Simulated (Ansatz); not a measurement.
## MgH₂: stable or not

The structure comes from a generated guess, relaxed at this level; another structure or a mixture of phases may lie lower.

Theory: DFT PBE, scalar-relativistic, plane waves, PAW (Ansatz 0.2.0). Cutoff 420 eV, Γ-centred 12×12×8 mesh (6-atom cell), Gaussian smearing of 0.10 eV, no spin polarisation.

```xyz
6
Lattice="2.4058 -2.3976 0.0000 2.4058 2.3976 0.0000 0.0000 0.0000 4.7400" Properties=species:S:1:pos:R:3 pbc="T T T"
Mg    0.0000    0.0000    0.0000
Mg    2.4058    0.0000    2.3700
H     3.6087    1.0312    1.1850
H     3.6087   -1.0312    3.5550
H     1.2029   -1.0312    3.5550
H     1.2029    1.0312    1.1850
```

The zero of energy is the elements' standard structures at the same level (H₂ as a molecule); no fitted shifts are applied.

Task: These tests were run: energy against the elements; phonons on a 2×2×2 q mesh. What do they show?

Result:

```tsv
test	result
energy against the elements	−0.07 eV/atom
phonons on a 2×2×2 q mesh	imaginary modes down to 1200i cm⁻¹
```

It fails one test: phonons on a 2×2×2 q mesh. So it isn't even a local minimum.

With hydrogen, zero-point motion can shift formation energies by some tens of meV/atom. The run for the phonons used a 12×12×8 k mesh and Fermi–Dirac smearing of 0.15 eV.
